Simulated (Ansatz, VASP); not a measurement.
# One calculation of KI, two programs

```
K I
1.0
     0.00000    3.55194    3.55194
     3.55194    0.00000    3.55194
     3.55194    3.55194    0.00000
K I
1 1
Cartesian
  0.0000 0.0000 0.0000
  3.5519 3.5519 3.5519
```

Alike in both runs: task single point; functional PBE; k mesh 6 × 6 × 6; occupations gaussian, width 0.02 eV; no spin polarisation.

|  | VASP | Ansatz |
| --- | --- | --- |
| version | VASP 6.6.1 | Ansatz 0.2.0 |
| potentials or method | VASP PAW PBE potentials, release 64 (K_sv, I) | scalar-relativistic, plane waves, PAW |
| plane-wave cutoff (eV) | 520 | 420 |
| valence electrons in the cell | 16 | 26 |

```tsv
	VASP	Ansatz	Ansatz less VASP
gap on the k mesh at the Fermi level (eV)	3.93	3.93	+0.004
least direct gap on the mesh (eV)	3.93	3.93	+0.004
pressure (GPa)	0.4	0.4	-0.03
```

The functional is the same, so the differences come from potentials, cutoffs and numerics. The two sets of potentials don't hold the same shells in valence.

Caveats: spin-orbit coupling is left out, which moves the levels of the heavy elements. A hybrid or GW would open this gap; PBE tends to underestimate it.
